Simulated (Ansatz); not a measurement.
# Al2GaAs3: the band gap up the ladder of functionals

One table from this session's results is given with a row withheld; the runs are named, their logs left out.

Program: Ansatz 0.2.0. PAW datasets, plane waves. Values at 0 K without nuclear motion; spin polarisation is off, and the phase may be a hypothetical one.

### Starting point

The cell was relaxed beforehand with r2SCAN.

The symmetry is Imm2 (No. 44, orthorhombic); conventional cell a = 4.014 Å, b = 12.040 Å, c = 5.673 Å, 22.85 Å³ an atom. Al has 4 As at 2.46 Å; As has 3 Al at 2.46 Å and 1 Ga at 2.46 Å; Ga has 4 As at 2.46 Å; As has 2 Al at 2.46 Å and 2 Ga at 2.46 Å.

Structure file:

```xyz
6
Lattice="-2.0069 6.0200 2.8367 2.0069 -6.0200 2.8367 2.0069 6.0200 -2.8367" Properties=species:S:1:pos:R:3 pbc="T T T"
Al    2.0069    2.0068    2.8356
As    0.0000    2.0072    1.4198
Al    0.0000    4.0133   -0.0011
As    2.0069    4.0129   -1.4169
Ga    0.0000    0.0000    0.0011
As    0.0000    6.0200    1.4165
```

Set-up of the first run:

input.yaml reads:

```yaml
crystal:
  lattice:
    - [-2.0068761477, 6.02003613, 2.8366996733]
    - [2.0068761477, -6.02003613, 2.8366996733]
    - [2.0068761477, 6.02003613, -2.8366996733]
  atoms:
    - { symbol: Al, position: [0.6664825672, 0.9998082678, 0.6666742993] }
    - { symbol: As, position: [0.4169586366, 0.2502519072, 0.1667067294] }
    - { symbol: Al, position: [0.3331339685, -0.0001917322, 0.3333257007] }
    - { symbol: As, position: [0.0835451777, 0.2502519072, 0.8332932706] }
    - { symbol: Ga, position: [0.0001994118, 0.0001994118, 0.0] }
    - { symbol: As, position: [0.7496802381, 0.2496802381, 0.5] }
kpoints:
  mp_grid: { grid: [8, 8, 8] }
  band_path:
    path:
      - [[0.0, 0.0, 0.0], [0.5, -0.5, 0.5], [0.2777832441747, -0.2777832441747, 0.7222167558253]]
      - [[-0.2777832441747, 0.2777832441747, 0.2777832441747], [0.0, 0.0, 0.0], [0.3055096553016, 0.3055096553016, -0.3055096553016]]
      - [[0.6944903446984, -0.3055096553016, 0.3055096553016], [0.5, -0.5, 0.5]]
      - [[0.0, 0.0, 0.0], [4.64402258004e-17, 0.5, -4.64402258004e-17], [0.25, 0.25, 0.25], [0.5, 1.110072933969e-17, -4.64402258004e-17], [0.0, 0.0, 0.0], [1.989857994661e-17, -1.989857994661e-17, 0.5], [0.25, 0.25, 0.25]]
    npoints: 10
hamiltonian:
  xc: pbe
scf:
  occupations: { method: fermi_dirac, width: 0.02 }
  n_extra_bands: 5
output:
  forces: true
  stress: true
  eigenvalues: true
```

On the command line:

```console
$ ansatz run input.yaml --threads 4 --pin off --max-ram 6451MiB --backend cpu --events-out ev --progress --plain --runs-dir out
```

Among the steps run: PBE band path; Single point with r2SCAN; HSE06 at the same geometry; PBE+SOC; Single point with PBE0.

One of the session's tables, all rows but one given; the rest of the session is left out.

| level | gap (eV) |
| --- | --- |
| PBE | 1.44 |
| r2SCAN | 1.80 |
| HSE06 | 2.08 |
| PBE+SOC | 1.34 |
| PBE0 | ? |

Estimate the missing values for PBE0.

The run gave: gap (eV): 2.72. In the column «gap (eV)» it is the highest.

Meshes: PBE 8×8×8, r2SCAN 8×8×8, HSE06 4×4×4, PBE+SOC 8×8×8, PBE0 4×4×4

In words: PBE+SOC gives the least gap, 1.34 eV, and PBE0 the largest, 2.72 eV. Against HSE06, PBE is short by 0.64 eV, at 69 % of it, and r2SCAN 87 %. PBE0 lies 0.64 eV above HSE06, which differs from it by screening the long-range exchange. The levels disagree on whether the gap is direct.

Caveats from the session: Warnings in the runs' records: stress scf threshold loose, stress exchange threshold loose.
